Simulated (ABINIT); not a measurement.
# HfC (Fm-3m) in ABINIT: a series of runs, part 2 of 2

ABINIT 10.8.3 (patched build). Earlier steps stand in the parts before.

### 5 Band structure, LDA

File run.abi:

```
ndtset 2

pp_dirpath "./"
pseudos "Hf.upf, C.upf"

acell 3*1.0
rprim
     0.0000000000     4.3936132398     4.3936132398
     4.3936132398     0.0000000000     4.3936132398
     4.3936132398     4.3936132398     0.0000000000
ntypat 2
znucl 72 6
natom 2
typat 1 2
xred
     0.5000000000     0.5000000000     0.5000000000
     0.0000000000     0.0000000000     0.0000000000

ecut 1115.666836 eV

ixc 7

occopt 3
tsmear 0.05 eV

nstep 100

iomode 3
prtwf 0
prteig 0
prtebands 0
enunit 1
prtden1 1

kptopt1 1
ngkpt1 10 10 10
nshiftk1 1
shiftk1 0.0 0.0 0.0
nband1 12
tolvrs1 1.0e-10

iscf2 -2
getden2 1
nband2 16
nbdbuf2 2
tolwfr2 1.0e-12
kptopt2 -9
ndivsm2 8
prteig2 1
prtvol2 -3
kptbounds2
     0.0000000000     0.0000000000     0.0000000000
     0.5000000000     0.0000000000     0.5000000000
     0.5000000000     0.2500000000     0.7500000000
     0.3750000000     0.3750000000     0.7500000000
     0.0000000000     0.0000000000     0.0000000000
     0.5000000000     0.5000000000     0.5000000000
     0.6250000000     0.2500000000     0.6250000000
     0.5000000000     0.2500000000     0.7500000000
     0.5000000000     0.5000000000     0.5000000000
     0.3750000000     0.3750000000     0.7500000000
```

Potentials or basis: PseudoDojo NC SR LDA v0.4.1 standard.

Launch:

```bash
$ abinit run.abi > log 2>&1
```

run.abo:

```text
.Version 10.8.3 of ABINIT
 DATASET    1 : space group Fm -3 m (#225); Bravais cF (face-center cubic)
================================================================================
 Values of the parameters that define the memory need for DATASET  1.
     intxc =       0    ionmov =       0      iscf =       7    lmnmax =       8
     lnmax =       8     mgfft =      36  mpssoang =       4    mqgrid =    3001
     natom =       2  nloc_mem =       1    nspden =       1   nspinor =       1
    nsppol =       1      nsym =      48    n1xccc =    2501    ntypat =       2
    occopt =       3   xclevel =       1
       mpw =        2154          nfft =       46656          nkpt =          47
================================================================================
================================================================================

 DATASET    2 : space group Fm -3 m (#225); Bravais cF (face-center cubic)
[... 1558 lines left out ...]
 -50.15975  -19.16014  -19.04729  -18.83847    1.26011    7.33208    8.14684    9.20156
  12.37816   16.53080   16.93223   19.01720   19.11850   21.90859   23.71221   25.88892

== END DATASET(S) ==============================================================
================================================================================

 -outvars: echo values of variables after computation  --------
            acell      1.0000000000E+00  1.0000000000E+00  1.0000000000E+00 Bohr
           etotal1    -6.2556299818E+01
            fcart1    -0.0000000000E+00 -0.0000000000E+00 -0.0000000000E+00
                      -0.0000000000E+00 -0.0000000000E+00 -0.0000000000E+00
            rprim      0.0000000000E+00  4.3936132398E+00  4.3936132398E+00
                       4.3936132398E+00  0.0000000000E+00  4.3936132398E+00
                       4.3936132398E+00  4.3936132398E+00  0.0000000000E+00
           strten1     4.6407524398E-04  4.6407524398E-04  4.6407524398E-04
                       0.0000000000E+00  0.0000000000E+00  0.0000000000E+00
           xangst      2.3249999984E+00  2.3249999984E+00  2.3249999984E+00
                       0.0000000000E+00  0.0000000000E+00  0.0000000000E+00
             xred      5.0000000000E-01  5.0000000000E-01  5.0000000000E-01
                       0.0000000000E+00  0.0000000000E+00  0.0000000000E+00
 Calculation completed.
```

It took 77 s on 1 thread of INTEL XEON PLATINUM 8581C at 2.30GHz (Emerald Rapids), shared host; peak memory 0.14 GiB.

What came out:

| Property | Result |
| --- | --- |
| Free energy | -1702.2436 eV |
| Pressure | -13.7 GPa |
| Band gap on the k mesh | none (metal or under the smearing width) |
| Valence electrons inside the program's atomic spheres | Hf 8.44; C 3.86 |

Levels at the corners of the path, in eV from the Fermi level:
```tsv
point	band 6	band 7	band 8	band 9	band 10	band 11
Γ	1.01	1.01	1.01	1.29	1.29	1.29
X	-2.57	-1.85	-0.09	-0.09	5.23	6.61
W	-3.03	-2.71	-2.71	3.60	3.60	6.63
K	-3.53	-2.72	-1.67	1.51	5.66	6.07
Γ	1.01	1.01	1.01	1.29	1.29	1.29
L	-6.18	-3.03	-3.03	5.19	5.19	5.66
U	-3.53	-2.72	-1.67	1.51	5.66	6.07
W	-3.03	-2.71	-2.71	3.60	3.60	6.63
L	-6.18	-3.03	-3.03	5.19	5.19	5.66
K	-3.53	-2.72	-1.67	1.51	5.66	6.07
```

Caveat: spin-orbit coupling is left out, which moves the levels of the heavy elements.

### 6 Band structure, rPW86PBE

run.abi: that of step 5 with these lines changed.

```diff
@@ -3,9 +3,9 @@
 pp_dirpath "./"
-pseudos "Hf.upf, C.upf"
+pseudos "Hf.GGA_PBE-JTH.xml, C.GGA_PBE-JTH.xml"
 
-acell 3*1.0
+acell 3*1.0 Angstrom
 rprim
-     0.0000000000     4.3936132398     4.3936132398
-     4.3936132398     0.0000000000     4.3936132398
-     4.3936132398     4.3936132398     0.0000000000
+     0.0000000000     2.3250000000     2.3250000000
+     2.3250000000     0.0000000000     2.3250000000
+     2.3250000000     2.3250000000     0.0000000000
 ntypat 2
@@ -18,8 +18,9 @@
 
-ecut 1115.666836 eV
+ecut 544.227725 eV
+pawecutdg 40.0
 
-ixc 7
+ixc -144130
 
 occopt 3
-tsmear 0.05 eV
+tsmear 0.00183747
 
@@ -39,3 +40,3 @@
 nband1 12
-tolvrs1 1.0e-10
+tolvrs1 1.0e-9
 
@@ -47,3 +48,3 @@
 kptopt2 -9
-ndivsm2 8
+ndivsm2 6
 prteig2 1
```

Potentials or basis: JTH PAW PBE v2.0.

Launch:

```bash
$ abinit run.abi > log 2>&1
```

Wall time 27 s (1 thread of INTEL XEON PLATINUM 8581C at 2.30GHz (Emerald Rapids), shared host); peak memory 0.12 GiB.

It converged, with:

| Item | Value |
| --- | --- |
| Free energy | -1519.7005 eV |
| Pressure | 7.3 GPa |
| Band gap on the k mesh | none (metal or under the smearing width) |
| Valence electrons inside the program's atomic spheres | Hf 9.59; C 2.47 |

Levels at the corners of the path, in eV from the Fermi level:
```
point  band 5  band 6  band 7  band 8  band 9  band 10  band 11  band 12
    Γ  -12.29    0.94    0.94    0.94    1.38     1.38     1.38     3.37
    X  -10.45   -2.55   -1.75   -0.13   -0.13     5.26     6.65     6.65
    W   -9.71   -3.01   -2.68   -2.68    3.63     3.63     6.66     7.05
    K   -9.80   -3.49   -2.69   -1.68    1.56     5.72     6.09     8.17
    Γ  -12.29    0.94    0.94    0.94    1.38     1.38     1.38     3.37
    L   -8.60   -6.10   -3.02   -3.02    5.24     5.24     5.70     6.69
    U   -9.80   -3.49   -2.69   -1.68    1.56     5.72     6.09     8.17
    W   -9.71   -3.01   -2.68   -2.68    3.63     3.63     6.66     7.05
    L   -8.60   -6.10   -3.02   -3.02    5.24     5.24     5.70     6.69
    K   -9.80   -3.49   -2.69   -1.68    1.56     5.72     6.09     8.17
```

Caveat: the PAW data sets were made with another functional, which shifts forces and pressure a little; spin-orbit coupling is left out, which moves the levels of the heavy elements.

### 7 Summary

```csv
task,level,potentials or basis,cutoff (eV),fine-grid cutoff,gap on the mesh (eV),pressure (GPa),V0 of scaled cells (Å³/atom),B0 (GPa)
equation of state,BP86+D3(BJ),JTH PAW PBE v2.0,544,1088.46 eV,-,-,11.99,261
equation of state,revPBE+D3(BJ),JTH PAW PBE v2.0,544,1088.46 eV,-,-,12.26,249
equation of state,PBE+D3,JTH PAW PBE v2.0,544,1088.46 eV,-,-,12.36,249
band structure,LDA,PseudoDojo NC SR LDA v0.4.1 standard,1116,-,none,-13.7,-,-
band structure,rPW86PBE,JTH PAW PBE v2.0,544,1088.46 eV,none,7.3,-,-
```

Alike in all rows: no spin polarisation; cell as given; k mesh 10 × 10 × 10; smearing fermi-dirac 0.05 eV.

Caveats: pressures at fixed basis lie under the slope of the energies (some runs); the PAW data sets were made with another functional, which shifts forces and pressure a little (some runs); spin-orbit coupling is left out, which moves the levels of the heavy elements (some runs).

Total energies depend on the potentials used, so only differences within one code and one set of settings carry meaning.
